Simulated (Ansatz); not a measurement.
Crystal: GaP.

```
Ga P
1.0
     0.00000    2.72525    2.72525
     2.72525    0.00000    2.72525
     2.72525    2.72525    0.00000
Ga P
1 1
Direct
  0.00000 0.00000 0.00000
  0.75000 0.75000 0.75000
```

```yaml
Program: Ansatz 0.2.0
Task: relaxation of cell and atoms
Functional: revPBE
Potentials_or_basis: Ansatz PAW
Cutoff: "420 eV (not typed: the program's choice for these potentials)"
k_mesh: 8 × 8 × 8
Occupations: fermi-dirac, width 0.05 eV
Spin: no spin polarisation
```

At the start: volume 20.24 Å³/atom.

Q: Where does the relaxation end?

A: It ends after 5 steps and the volume is 21.27 Å³/atom (+5.1 %); space group F-43m (No. 216, to 0.05 Å).

Step by step:
```tsv
step	energy change (eV)	largest force (eV/Å)	volume (Å³)
1	0.0000	0.0000	40.48
2	-0.0219	0.0000	41.86
3	-0.0243	0.0000	42.48
4	-0.0243	0.0000	42.54
5	-0.0248	0.0000	42.54
```

Final structure:
```cif
data_structure
_symmetry_space_group_name_H-M 'P 1'
_symmetry_Int_Tables_number 1
_cell_length_a 3.9183
_cell_length_b 3.9183
_cell_length_c 3.9183
_cell_angle_alpha 60.000
_cell_angle_beta 60.000
_cell_angle_gamma 60.000
_cell_volume 42.54
loop_
_atom_site_label
_atom_site_type_symbol
_atom_site_fract_x
_atom_site_fract_y
_atom_site_fract_z
_atom_site_occupancy
Ga1 Ga 0.00000 0.00000 0.00000 1
P1 P 0.75000 0.75000 0.75000 1
```

Caveat: the plane-wave basis is chosen anew once the cell has moved, so the energies of steps on either side of that aren't comparable; the PAW data sets come from PBE, with cores solved anew for the run's functional, which leaves a small shift of forces and pressure.
